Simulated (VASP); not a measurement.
Here is a VASP 6.6.1 calculation.

File INCAR:

```
SYSTEM = MgO
  PREC = Accurate
  ENCUT = 600
  EDIFF = 1E-6
  ISMEAR = 0
  SIGMA = 0.02
  LREAL = .FALSE.
  LASPH = .TRUE.
  NELM = 120
  ALGO = Fast
  ISIF = 3
  LWAVE = .FALSE.
  LCHARG = .FALSE.
  GGA = CA
  IBRION = 2
  NSW = 40
  EDIFFG = -0.005
```

File KPOINTS:

```
Automatic mesh
0
G
  12 12 12
  0 0 0
```

The input POSCAR:

```
MgO
1.0
    0.0000000000      2.1100000000      2.1100000000
    2.1100000000      0.0000000000      2.1100000000
    2.1100000000      2.1100000000      0.0000000000
Mg O
1 1
Direct
    0.0000000000      0.0000000000      0.0000000000
    0.5000000000      0.5000000000      0.5000000000
```

Potentials or basis: VASP PAW LDA potentials, release 64 (Mg, O).

Command:

```sh
$ cat potpaw_LDA.64/Mg/POTCAR potpaw_LDA.64/O/POTCAR > POTCAR
$ mpirun -np 1 vasp_std > vasp.out
```

(1) Estimate the band gap on the k mesh.

(2) Predict the relaxed volume.

(3) Predict the space group after relaxing (to 0.05 Å).

(4) Predict the relaxed cell.

Answers

(1) 5.15 eV, direct.

(2) 8.89 Å³/atom.

(3) Fm-3m (No. 225).

(4) a = 2.930 Å, b = 2.930 Å, c = 2.930 Å, α = 60.00°, β = 60.00°, γ = 60.00°.
